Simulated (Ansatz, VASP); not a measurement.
## B: VASP beside Ansatz

```
B
1.0
     0.00000    2.01571    2.01571
     2.01571    0.00000    2.01571
     2.01571    2.01571    0.00000
B
2
Direct
  0.87500 0.87500 0.87500
  0.12500 0.12500 0.12500
```

Alike in both runs: functional PBEsol; k mesh 18 × 18 × 18; occupations fermi-dirac, width 0.05 eV; no spin polarisation.

Ansatz relaxed the structure, and its values are those at the end. VASP's run is a single point on that final structure, the one shown.

|  | VASP | Ansatz |
| --- | --- | --- |
| version | VASP 6.6.1 | Ansatz 0.2.0 |
| potentials or method | VASP PAW PBE potentials, release 64 (B) | PAW with Ansatz's default frozen-core files, scalar-relativistic |
| plane-wave cutoff (eV) | 520 | 420 |
| valence electrons in the cell | 6 | 6 |

|  | VASP | Ansatz | Ansatz less VASP |
| --- | --- | --- | --- |
| pressure (GPa) | 0.2 | 0.0 | -0.22 |

The functional is the same, so the differences come from potentials, cutoffs and numerics.

Caveats: the PAW data sets were made with another functional, which shifts forces and pressure a little (VASP).
